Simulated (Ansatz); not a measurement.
# SiC: the cost of one run

Computed with Ansatz 0.2.0 (DFT, PBE, plane-wave PAW, default files, scalar-relativistic, as far as a step names no other, unless a step's input says otherwise).

**1. Starting point**

Symmetry: P6_3mc, No. 186, hexagonal system. Conventional cell: a = 3.079 Å, b = 3.079 Å, c = 20.146 Å, α = 90.00°, β = 90.00°, γ = 120.00°. Si (site symmetry 3m) is surrounded by 4 C at 1.88 to 1.89 Å. C (site symmetry 3m) is surrounded by 4 Si at 1.88 to 1.89 Å.

Structure file:

```cif
data_structure
_symmetry_space_group_name_H-M 'P 1'
_symmetry_Int_Tables_number 1
_cell_length_a 3.0790
_cell_length_b 3.0790
_cell_length_c 20.1460
_cell_angle_alpha 90.000
_cell_angle_beta 90.000
_cell_angle_gamma 120.000
_cell_volume 165.40
loop_
_atom_site_label
_atom_site_type_symbol
_atom_site_fract_x
_atom_site_fract_y
_atom_site_fract_z
_atom_site_occupancy
Si1 Si 0.33333 0.66667 0.25000 1
Si2 Si 0.66667 0.33333 0.75000 1
Si3 Si 0.33333 0.66667 0.62500 1
Si4 Si 0.66667 0.33333 0.12500 1
Si5 Si 0.00000 0.00000 0.00000 1
Si6 Si 0.00000 0.00000 0.50000 1
Si7 Si 0.33333 0.66667 0.87500 1
Si8 Si 0.66667 0.33333 0.37500 1
C1 C 0.33333 0.66667 0.96900 1
C2 C 0.66667 0.33333 0.46900 1
C3 C 0.00000 0.00000 0.09400 1
C4 C 0.00000 0.00000 0.59400 1
C5 C 0.33333 0.66667 0.34400 1
C6 C 0.66667 0.33333 0.84400 1
C7 C 0.33333 0.66667 0.71900 1
C8 C 0.66667 0.33333 0.21900 1
```

**2. First run, atoms as given**

File input.yaml:

```yaml
crystal:
  lattice:
    - [3.079, 0.0, 0.0]
    - [-1.5395, 2.6664922183, 0.0]
    - [0.0, 0.0, 20.146]
  atoms:
    - { symbol: Si, position: [0.3333333333, 0.6666666667, 0.25] }
    - { symbol: Si, position: [0.6666666667, 0.3333333333, 0.75] }
    - { symbol: Si, position: [0.3333333333, 0.6666666667, 0.625] }
    - { symbol: Si, position: [0.6666666667, 0.3333333333, 0.125] }
    - { symbol: Si, position: [0.0, 0.0, 0.0] }
    - { symbol: Si, position: [0.0, 0.0, 0.5] }
    - { symbol: Si, position: [0.3333333333, 0.6666666667, 0.875] }
    - { symbol: Si, position: [0.6666666667, 0.3333333333, 0.375] }
    - { symbol: C, position: [0.3333333333, 0.6666666667, 0.969] }
    - { symbol: C, position: [0.6666666667, 0.3333333333, 0.469] }
    - { symbol: C, position: [0.0, 0.0, 0.094] }
    - { symbol: C, position: [0.0, 0.0, 0.594] }
    - { symbol: C, position: [0.3333333333, 0.6666666667, 0.344] }
    - { symbol: C, position: [0.6666666667, 0.3333333333, 0.844] }
    - { symbol: C, position: [0.3333333333, 0.6666666667, 0.719] }
    - { symbol: C, position: [0.6666666667, 0.3333333333, 0.219] }
kpoints:
  mp_grid: { grid: [10, 10, 2] }
scf:
  occupations: { method: fermi_dirac, width: 0.02 }
hamiltonian:
  xc: pbe
  pseudopotentials: { kind: paw }
output:
  forces: true
  stress: true
  populations: true
  efg: { contact_densities: true }
```

Launch:

```console
ansatz run input.yaml --threads 1 --pin off --max-ram 2560MiB --backend cpu --events-out ev --progress --plain --runs-dir out
```

What time and memory should one allow on 1 thread of Arm Neoverse V2, shared host?

About 23 s, with a peak of 0.44 GiB.
